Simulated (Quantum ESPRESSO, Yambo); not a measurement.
## A GW run on BP (F-43m) in Yambo, with inputs changed

Aim: change inputs of a GW run on BP (F-43m) and see what moves.

Program: Yambo 5.3.0. Level of theory: PBE and many-body steps on it, plane waves. Results are calculated unless marked as measured.

## Step 1: Set-up

It takes space group F-43m (No. 216, cubic). The conventional cell has a = 4.538 Å, b = 4.538 Å, c = 4.538 Å, α = 90.00°, β = 90.00°, γ = 90.00°. Nearest to B lie 4 P at 1.97 Å. Nearest to P lie 4 B at 1.97 Å. Farther neighbours are not listed.

Structure file:

```xyz
2
Lattice="0.0000 2.2690 2.2690 2.2690 0.0000 2.2690 2.2690 2.2690 0.0000" Properties=species:S:1:pos:R:3 pbc="T T T"
B     0.0000    0.0000    0.0000
P     1.1345    1.1345    1.1345
```

The cell and positions come from the Crystallography Open Database and are kept as given unless a step says otherwise.

## Step 2: Base

This step: Yambo 5.3.0; G0W0 on PBE, plane waves, norm-conserving pseudopotentials.

Now the one-shot GW correction: screening in the RPA, then the self-energy of the levels asked for.

File gw1.in:

```
HF_and_locXC
gw0
dyson
ppa
em1d
rim_cut
RandQpts= 1000000
RandGvec= 1 RL
EXXRLvcs= 68 Ry
VXCRLvcs= 272 Ry
Chimod= "HARTREE"
% BndsRnXp
 1 | 61 |
%
NGsBlkXp= 13 Ry
% LongDrXp
 1 | 1 | 1 |
%
% GbndRnge
 1 | 61 |
%
DysSolver= "n"
ExtendOut
PPAPntXp= 27.21138 eV
% QPkrange
 1 | 1 | 3 | 6 |
 18 | 18 | 3 | 6 |
%
```

The run is started by

```bash
$ OMP_NUM_THREADS=1 mpirun -n 4 yambo -F gw1.in -J gw1 -C gw1 > gw1.log
```

The log of the run:

```text
 Yambo, version 5.3.0

 [02] CORE Variables Setup
 =========================

  [... cell, symmetries and grids as in the set-up ...]

  [02.05] Energies & Occupations
  ==============================

  [X] === General ===
  [X] Electronic Temperature                        :  0.000000  0.000000 [eV K]
  [X] Bosonic    Temperature                        :  0.000000  0.000000 [eV K]
  [X] Finite Temperature mode                       : no
  [X] El. density                                   :  0.34242E+24 [cm-3]
  [X] Fermi Level                                   :  9.241273 [eV]

  [X] === Gaps and Widths ===
  [X] Conduction Band Min                           :  1.280512 [eV]
  [X] Valence Band Max                              :  0.000000 [eV]
  [X] Filled Bands                                  :   4
  [X] Empty Bands                                   :    5   61
  [X] Direct Gap                                    :  3.406803 [eV]
  [X] Direct Gap localized at k                     :  1
  [X] Indirect Gap                                  :  1.280512 [eV]
  [X] Indirect Gap between kpts                     :   1  18
  [X] Last valence band width                       :  5.466754 [eV]
  [X] 1st conduction band width                     :  4.052812 [eV]

 [03] Transferred momenta grid and indexing
 ==========================================

 IBZ Q-points                                      :  29
 BZ  Q-points                                      :   512

 K/Q-points units:
 rlu = crystal or reduced units; cc = cartesian coordinates; iku = interal k-units

 Q [ 1]         [rlu]:  0.000000  0.000000  0.000000
 Q [ 2]         [rlu]: -0.53086E-18 -0.53086E-18  0.12500
 Q [ 3]         [rlu]: -0.10617E-17 -0.10617E-17  0.25000
 Q [ 4]         [rlu]: -0.12375E-16 -0.12375E-16  0.37500
 Q [ 5]         [rlu]:  0.21235E-17  0.21235E-17 -0.50000
 Q [ 6]         [rlu]: -0.45253E-17  0.12500      0.12500
 Q [ 7]         [rlu]: -0.74698E-17  0.12500      0.25000
 Q [ 8]         [rlu]: -0.28817E-16  0.12500      0.37500
 Q [ 9]         [rlu]:  0.55886E-16  0.12500      0.50000
 Q [10]         [rlu]:  0.21235E-17  0.12500     -0.37500
     [... 17 further rows ...]
 Q [28]         [rlu]:  0.125000 -0.500000 -0.375000
 Q [29]         [rlu]:  0.250000 -0.500000 -0.250000

 [04] Coloumb potential Random Integration (RIM)
 ===============================================

  [04.01] RIM initialization
  ==========================

  * Diagonal components only detected *

  8 x (sBL volume)        :  0.024583 [a.u.]
  sBZ random points       :  1000000
  Points outside the sBZ  :   7987327
  RL volume               :  1.573293 [a.u.]
  Integrated volume       :  1.575789 [a.u.]

  [04.02] RIM integrals
  =====================

  Gamma point sphere radius             :  0.052742 [a.u.]
  Points outside the sphere             :   799513
  [Int_sBZ(q=0) 1/q^2]*(Vol_sBZ)^(-1/3) =:  7.764325
                                 should be <:  7.795600

  Summary of Coulomb integrals for non-metallic bands |Q|[au] RIM/Bare

  Q [1] 0.100000E-4 0.995988 * Q [2] 0.158631 1.066458
  Q [6] 0.183171 1.065091 * Q [12] 0.259043 1.027253
  Q [7] 0.303755 1.020682 * Q [3] 0.317261 1.018308
  Q [13] 0.366342 1.014848 * Q [11] 0.399212 1.011996
  Q [22] 0.409583 1.011845 * Q [8] 0.448675 1.010056
  Q [14] 0.475892 1.009230 * Q [4] 0.475892 1.009072
[...]
Q [27] 0.660432 1.005345 * Q [24] 0.685363 1.005053
  Q [26] 0.703481 1.005038 * Q [21] 0.732684 1.004689
  Q [28] 0.755233 1.004511 * Q [20] 0.777128 1.004279
  Q [29] 0.819165 1.004071

 [05] Dipoles
 ============

  [05.01] Setup: observables and procedures
  =========================================

 [06] Dynamic Dielectric Matrix (PPA)
 ====================================

 [WR./gw1//ndb.pp]---------------------------------------------------------------
  Brillouin Zone Q/K grids (IBZ/BZ)                :    29   512    29   512
  RL vectors                                       :  2085 [WF]
  Coulomb cutoff potential                         : none
  Electronic Temperature                           :  0.000000 [K]
  Bosonic    Temperature                           :  0.000000 [K]
  PPA    diel. fun.  energies                      : Perdew, Burke & Ernzerhof(X)+Perdew, Burke & Ernzerhof(C)
  wavefunctions                                    : Perdew, Burke & Ernzerhof(X)+Perdew, Burke & Ernzerhof(C)
  Global Gauge                                     : length
  X matrix size                                    :  169
  X band range                                     :    1   61
  X e/h energy range                               : -1.000000 -1.000000 [eV]
  X Time ordering                                  : R
  X Hxc Kernel                                     : HARTREE
  X Drude frequency                                :  0.000000  0.000000
  X poles                                          :  100.0000 [o/o]
  RL vectors in the sum                            :  2085
  [r,Vnl] included                                 : yes
  Field direction                                  :  0.577350E-5  0.577350E-5  0.577350E-5
  BZ energy Double Grid                            : no
  BZ energy DbGd points                            : 0
  BZ Q point size factor                           : -1.000000
  X Optical Averaged directions                    : none

 [07] Local Exchange-Correlation + Non-Local Fock
 ================================================

 [VXC] Plane waves :  11935
 [EXS] Plane waves :  1471

 QP @ state[ 1 ] K range:  1  1
 QP @ state[ 1 ] b range:   3   6
 QP @ state[ 2 ] K range:  18  18
 QP @ state[ 2 ] b range:   3   6

 [xc] Functional : Perdew, Burke & Ernzerhof(X)+Perdew, Burke & Ernzerhof(C)
 [xc] LIBXC used to calculate xc functional
  PP Number of Atomic Species                      :  2
  NLCC RL compoments                               :  11935
  PP Number of Atomic Species                      :  2
  NLCC RL compoments                               :  11935

 [xc] E_xc :  -2.820910 [Ha]
      E_xc :  -5.641820 [Ry]

  Local XC kind (lXC) : Perdew, Burke & Ernzerhof(X)+Perdew, Burke & Ernzerhof(C)
  Non-Local XC kind (nlXC) : Hartree-Fock

  Corrections @ K [1] :  [eV]
 <3|nlXC|3> = -14.90581 -0.28640E-17 <3|lXC|3> = -13.29750  0.37773E-15
 <4|nlXC|4> = -14.90583 -0.28208E-17 <4|lXC|4> = -13.29750  0.37762E-15
 <5|nlXC|5> = -7.342938 -0.17645E-18 <5|lXC|5> = -12.02603  0.66601E-20
 <6|nlXC|6> = -7.342912 -0.67005E-18 <6|lXC|6> = -12.02603 -0.18878E-15

  Corrections @ K [18] :  [eV]
 <3|nlXC|3> = -15.78736  0.24097E-17 <3|lXC|3> = -12.53017 -0.23607E-16
 <4|nlXC|4> = -15.78741 -0.82807E-17 <4|lXC|4> = -12.53017  0.23600E-16
 <5|nlXC|5> = -6.867622  0.95309E-18 <5|lXC|5> = -11.02522 -0.47187E-16
 <6|nlXC|6> = -5.938397 -0.85693E-18 <6|lXC|6> = -10.56584 -0.44950E-21

 [08] Dyson equation: Newton solver
 ==================================

  [08.01] G0W0 (W PPA)
  ====================

  [  GW  ] Bands range     :    1   61
  [GW/PPA] G damping       :  0.100000 [eV]

  QP @ state[ 1 ] K range:  1  1
  QP @ state[ 1 ] b range:   3   6
  QP @ state[ 2 ] K range:  18  18
  QP @ state[ 2 ] b range:   3   6

   Sc/G bands                                       :    1   61
   Sc/G damping                                     :  0.100000 ev
   Sc bands terminator                              : no
   Sx RL components                                 :  1471

   QP @ state[ 1 ] K range                          :  1  1
   QP @ state[ 1 ] b range                          :   3   6
   QP @ state[ 2 ] K range                          :  18  18
   QP @ state[ 2 ] b range                          :   3   6
   GF energies kind                                 : Perdew, Burke & Ernzerhof(X)+Perdew, Burke & Ernzerhof(C)
   GF WF`s kind                                     : Perdew, Burke & Ernzerhof(X)+Perdew, Burke & Ernzerhof(C)
   Xs energies kind                                 : Perdew, Burke & Ernzerhof(X)+Perdew, Burke & Ernzerhof(C)
   Xs WF`s kind                                     : Perdew, Burke & Ernzerhof(X)+Perdew, Burke & Ernzerhof(C)

 [11] Game Over & Game summary
```

Elapsed: 3.8 min, on 4 MPI ranks of Arm Neoverse V1, shared host; peak memory 1.4 GiB; 15 min of CPU time.

Numbers from this step:

```yaml
g0w0_gap_on_the_points_computed: 1.995 eV
starting_gap_on_the_mesh: 1.281 eV
k_of_the_valence_top: 0, 0, 0
k_of_the_conduction_bottom: 0, 0.375, 0.375
least_direct_g0w0_gap_on_the_computed_points: 4.272 eV
z_at_the_valence_top: 0.7964
z_at_the_conduction_bottom: 0.8084
```

The gap on the mesh goes from 1.28 eV to 1.99 eV, a correction of +0.71 eV.

## Step 3: Field direction

gw2.in, as its differences from gw1.in of step 2:

```diff
@@ -16,3 +16,3 @@
 % LongDrXp
- 1 | 1 | 1 |
+ 0 | 0 | 1 |
 %
```

The run is started by

```bash
$ OMP_NUM_THREADS=1 mpirun -n 4 yambo -F gw2.in -J gw2 -C gw2 > gw2.log
```

The log of the run:

```text
 Yambo, version 5.3.0

 [02] CORE Variables Setup
 =========================

  [... cell, symmetries and grids as in the set-up ...]

  [02.05] Energies & Occupations
  ==============================

  [X] === General ===
  [X] Electronic Temperature                        :  0.000000  0.000000 [eV K]
  [X] Bosonic    Temperature                        :  0.000000  0.000000 [eV K]
  [X] Finite Temperature mode                       : no
  [X] El. density                                   :  0.34242E+24 [cm-3]
  [X] Fermi Level                                   :  9.241273 [eV]

  [X] === Gaps and Widths ===
  [X] Conduction Band Min                           :  1.280512 [eV]
  [X] Valence Band Max                              :  0.000000 [eV]
  [X] Filled Bands                                  :   4
  [X] Empty Bands                                   :    5   61
  [X] Direct Gap                                    :  3.406803 [eV]
  [X] Direct Gap localized at k                     :  1
  [X] Indirect Gap                                  :  1.280512 [eV]
  [X] Indirect Gap between kpts                     :   1  18
  [X] Last valence band width                       :  5.466754 [eV]
  [X] 1st conduction band width                     :  4.052812 [eV]

 [03] Transferred momenta grid and indexing
 ==========================================

 IBZ Q-points                                      :  29
 BZ  Q-points                                      :   512

 K/Q-points units:
 rlu = crystal or reduced units; cc = cartesian coordinates; iku = interal k-units

 Q [ 1]         [rlu]:  0.000000  0.000000  0.000000
 Q [ 2]         [rlu]: -0.53086E-18 -0.53086E-18  0.12500
 Q [ 3]         [rlu]: -0.10617E-17 -0.10617E-17  0.25000
[...]
NLCC RL compoments                               :  11935
  PP Number of Atomic Species                      :  2
  NLCC RL compoments                               :  11935

 [xc] E_xc :  -2.820910 [Ha]
      E_xc :  -5.641820 [Ry]

  Local XC kind (lXC) : Perdew, Burke & Ernzerhof(X)+Perdew, Burke & Ernzerhof(C)
  Non-Local XC kind (nlXC) : Hartree-Fock

  Corrections @ K [1] :  [eV]
 <3|nlXC|3> = -14.90581 -0.28640E-17 <3|lXC|3> = -13.29750  0.37773E-15
 <4|nlXC|4> = -14.90583 -0.28208E-17 <4|lXC|4> = -13.29750  0.37762E-15
 <5|nlXC|5> = -7.342938 -0.17645E-18 <5|lXC|5> = -12.02603  0.66601E-20
[...]
Corrections @ K [18] :  [eV]
[...]
<5|nlXC|5> = -6.867622  0.95309E-18 <5|lXC|5> = -11.02522 -0.47187E-16
 <6|nlXC|6> = -5.938397 -0.85693E-18 <6|lXC|6> = -10.56584 -0.44950E-21

 [08] Dyson equation: Newton solver
 ==================================

  [08.01] G0W0 (W PPA)
  ====================

  [  GW  ] Bands range     :    1   61
  [GW/PPA] G damping       :  0.100000 [eV]

  QP @ state[ 1 ] K range:  1  1
  QP @ state[ 1 ] b range:   3   6
  QP @ state[ 2 ] K range:  18  18
  QP @ state[ 2 ] b range:   3   6

   Sc/G bands                                       :    1   61
   Sc/G damping                                     :  0.100000 ev
   Sc bands terminator                              : no
   Sx RL components                                 :  1471

   QP @ state[ 1 ] K range                          :  1  1
   QP @ state[ 1 ] b range                          :   3   6
   QP @ state[ 2 ] K range                          :  18  18
   QP @ state[ 2 ] b range                          :   3   6
   GF energies kind                                 : Perdew, Burke & Ernzerhof(X)+Perdew, Burke & Ernzerhof(C)
   GF WF`s kind                                     : Perdew, Burke & Ernzerhof(X)+Perdew, Burke & Ernzerhof(C)
   Xs energies kind                                 : Perdew, Burke & Ernzerhof(X)+Perdew, Burke & Ernzerhof(C)
   Xs WF`s kind                                     : Perdew, Burke & Ernzerhof(X)+Perdew, Burke & Ernzerhof(C)

 [11] Game Over & Game summary
```

Elapsed: 3.7 min, on 4 MPI ranks; peak memory 1.4 GiB; 15 min of CPU time.

Numbers from this step:

| Property | Result |
| --- | --- |
| G0W0 gap on the points computed | 1.995 eV |
| starting gap on the mesh | 1.281 eV |
| k of the valence top | 0, 0, 0 |
| k of the conduction bottom | 0, 0.375, 0.375 |
| least direct G0W0 gap on the computed points | 4.272 eV |
| Z at the valence top | 0.7964 |
| Z at the conduction bottom | 0.8084 |

Against G0W0 in Yambo (8×8×8 mesh, 61 bands, screening to 176.9 eV, Godby-Needs plasmon pole), the gap moves by +0.000 eV.

## Step 4: More G vectors in the random integration

gw3.in, as its differences from gw2.in of step 3:

```diff
@@ -7,3 +7,3 @@
 RandQpts= 1000000
-RandGvec= 1 RL
+RandGvec= 59 RL
 EXXRLvcs= 68 Ry
@@ -16,3 +16,3 @@
 % LongDrXp
- 0 | 0 | 1 |
+ 1 | 1 | 1 |
 %
@@ -28 +28,2 @@
 %
+QpgFull
```

The run is started by

```bash
$ OMP_NUM_THREADS=1 mpirun -n 4 yambo -F gw3.in -J gw3,gw1_W -C gw3 > gw3.log
```

The log of the run:

```text
 Yambo, version 5.3.0

 [02] CORE Variables Setup
 =========================

  [... cell, symmetries and grids as in the set-up ...]

  [02.05] Energies & Occupations
  ==============================

  [X] === General ===
  [X] Electronic Temperature                        :  0.000000  0.000000 [eV K]
  [X] Bosonic    Temperature                        :  0.000000  0.000000 [eV K]
  [X] Finite Temperature mode                       : no
  [X] El. density                                   :  0.34242E+24 [cm-3]
[...]
QP @ state[ 1 ] b range                          :   3   6
   QP @ state[ 2 ] K range                          :  18  18
   QP @ state[ 2 ] b range                          :   3   6
   GF energies kind                                 : Perdew, Burke & Ernzerhof(X)+Perdew, Burke & Ernzerhof(C)
   GF WF`s kind                                     : Perdew, Burke & Ernzerhof(X)+Perdew, Burke & Ernzerhof(C)
   Xs energies kind                                 : Perdew, Burke & Ernzerhof(X)+Perdew, Burke & Ernzerhof(C)
   Xs WF`s kind                                     : Perdew, Burke & Ernzerhof(X)+Perdew, Burke & Ernzerhof(C)

 [11] Game Over & Game summary
```

Wall time 6 min (4 MPI ranks); peak memory 1.4 GiB.

This step gave:

| Item | Value |
| --- | --- |
| G0W0 gap on the points computed | 1.997 eV |
| starting gap on the mesh | 1.281 eV |
| k of the valence top | 0, 0, 0 |
| k of the conduction bottom | 0, 0.375, 0.375 |
| least direct G0W0 gap on the computed points | 4.274 eV |

Against G0W0 in Yambo (8×8×8 mesh, 61 bands, screening to 176.9 eV, Godby-Needs plasmon pole), the gap moves by +0.003 eV.

## Step 5: Pole fitted at another frequency

File gw4.in:

```
HF_and_locXC
gw0
dyson
ppa
em1d
rim_cut
RandQpts= 1000000
RandGvec= 1 RL
EXXRLvcs= 68 Ry
VXCRLvcs= 272 Ry
Chimod= "HARTREE"
% BndsRnXp
 1 | 61 |
%
NGsBlkXp= 13 Ry
% LongDrXp
 1 | 1 | 1 |
%
% GbndRnge
 1 | 61 |
%
DysSolver= "n"
ExtendOut
PPAPntXp= 50 eV
% QPkrange
 1 | 1 | 3 | 6 |
 18 | 18 | 3 | 6 |
%
```

The run is started by

```bash
$ OMP_NUM_THREADS=1 mpirun -n 4 yambo -F gw4.in -J gw4 -C gw4 > gw4.log
```

The log of the run:

```text
 Yambo, version 5.3.0

 [02] CORE Variables Setup
 =========================

  [... cell, symmetries and grids as in the set-up ...]

  [02.05] Energies & Occupations
  ==============================

  [X] === General ===
  [X] Electronic Temperature                        :  0.000000  0.000000 [eV K]
  [X] Bosonic    Temperature                        :  0.000000  0.000000 [eV K]
  [X] Finite Temperature mode                       : no
  [X] El. density                                   :  0.34242E+24 [cm-3]
[...]
QP @ state[ 1 ] b range                          :   3   6
   QP @ state[ 2 ] K range                          :  18  18
   QP @ state[ 2 ] b range                          :   3   6
   GF energies kind                                 : Perdew, Burke & Ernzerhof(X)+Perdew, Burke & Ernzerhof(C)
   GF WF`s kind                                     : Perdew, Burke & Ernzerhof(X)+Perdew, Burke & Ernzerhof(C)
   Xs energies kind                                 : Perdew, Burke & Ernzerhof(X)+Perdew, Burke & Ernzerhof(C)
   Xs WF`s kind                                     : Perdew, Burke & Ernzerhof(X)+Perdew, Burke & Ernzerhof(C)

 [11] Game Over & Game summary
```

The job ended after 3.7 min (4 MPI ranks; peak memory 1.4 GiB; 15 min of CPU time).

Numbers from this step:

```yaml
g0w0_gap_on_the_points_computed: 2.008 eV
starting_gap_on_the_mesh: 1.281 eV
k_of_the_valence_top: 0, 0, 0
k_of_the_conduction_bottom: 0, 0.375, 0.375
least_direct_g0w0_gap_on_the_computed_points: 4.291 eV
```

Against G0W0 in Yambo (8×8×8 mesh, 61 bands, screening to 176.9 eV, Godby-Needs plasmon pole), the gap moves by +0.014 eV.

[end of part 1 of 2]

[Paths, hosts, dates, memory and timing lines, banners, echoed tables and standing remarks are left out of the program output.]

[Logs are printed without paths, hosts, clocks, repeated set-up lines and the standing remarks that a program may print on its own settings, such as how far it seeks lower states.]

[Runs of the session that timed out or met a known fault of the program may be left out.]

[Hosts, paths, dates, database ids (printed as entryN), source tags and the programs' standing remarks are cut or masked in the printed files.]
